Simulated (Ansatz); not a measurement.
Input of an Ansatz 0.2.0 run:

File input.yaml:

```yaml
crystal:
  lattice:
    - [1.990968, -2.15355, 0.0]
    - [1.990968, 2.15355, 0.0]
    - [0.0, 0.0, 5.155928]
  atoms:
    - { symbol: Cu, position: [0.501391, -0.00792, -0.003099] }
    - { symbol: Cu, position: [-0.001827, 0.488699, 0.493582] }
    - { symbol: O, position: [0.494269, 0.507184, 0.252127] }
    - { symbol: O, position: [0.508504, 0.500442, 0.741345] }
hamiltonian:
  xc: pbe
  pseudopotentials: { kind: paw }
kpoints:
  mp_grid: { grid: [9, 9, 5] }
scf:
  occupations: { method: fermi_dirac, width: 0.05 }
output:
  forces: true
  stress: true
  eigenvalues: true
```

Potentials or basis: Ansatz PAW.

Launch:

```console
$ ansatz run input.yaml --threads 2 --pin off --max-ram 5120MiB --backend cpu --events-out ev --progress --plain --runs-dir out
```

(1) Predict the pressure.

(2) Estimate the band gap on the k mesh.

(3) Estimate the largest force.

## Answers

(1) 1.7 GPa.

(2) none (metal or under the smearing width).

(3) 0.634 eV/Å.

Caveat: the pressure holds a Pulay correction of +0.6 GPa for the finite cutoff; the run has no spin polarisation, though such a crystal can be magnetic; semilocal functionals often make such compounds metallic where correlation or magnetic order opens a gap, which also shifts bond lengths.
